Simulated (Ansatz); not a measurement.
# InCuS2 with two functionals, strain tensor (xx, yy, zz, yz, xz, xy) = (−1.75, +0.68, −0.70, +0.81, −0.70, −1.35) %

The reference is InCuS2 in the chalcopyrite structure (space group I-42d, No. 122; a = 5.5770 Å, c = 11.2344 Å). Axes: x, y, z lie along a, b, c of the conventional cell.

(Cell as relaxed with PBE.)

Levels (all Ansatz, a quantum-chemistry and plane-wave program, PAW): PBE (420 eV, spin-orbit coupling left out); PBEsol (420 eV, no spin-orbit coupling).

Each level relaxes its own structure.

```tsv
base	PBE	PBEsol
volume per atom	21.84 Å³	20.75 Å³
lattice parameter a	5.577 Å	5.483 Å
band gap	zero	zero
```

It is then changed as follows: strain tensor (xx, yy, zz, yz, xz, xy) = (−1.75, +0.68, −0.70, +0.81, −0.70, −1.35) %; the atoms relax in the strained cell.

| quantity | PBE | PBEsol |
|---|---|---|
| pressure (mean of the normal stresses, compression positive) | 1.2 GPa | ? |
| largest internal atomic displacement | 0.025 Å | ? |
| shortest interatomic distance | 2.311 Å | ? |

Problem. What does PBEsol give?

Solution. 
- pressure (mean of the normal stresses, compression positive), PBEsol: 1.4 GPa
- largest internal atomic displacement, PBEsol: 0.025 Å
- shortest interatomic distance, PBEsol: 2.264 Å

PBE's pressure lies 0.2 GPa below PBEsol's; PBE's shortest interatomic distance lies 0.047 Å above PBEsol's (2.1 %); the two agree on the largest internal atomic displacement. Neither level is exact; PBEsol is the comparison here, not a measurement.

Whether these cells are dynamically stable was not tested. The final runs are not spin-polarised. Gaps under 0.05 eV, about the width of the smearing, are given as zero. The zero or small gap of InCuS2 can change with the level of theory.
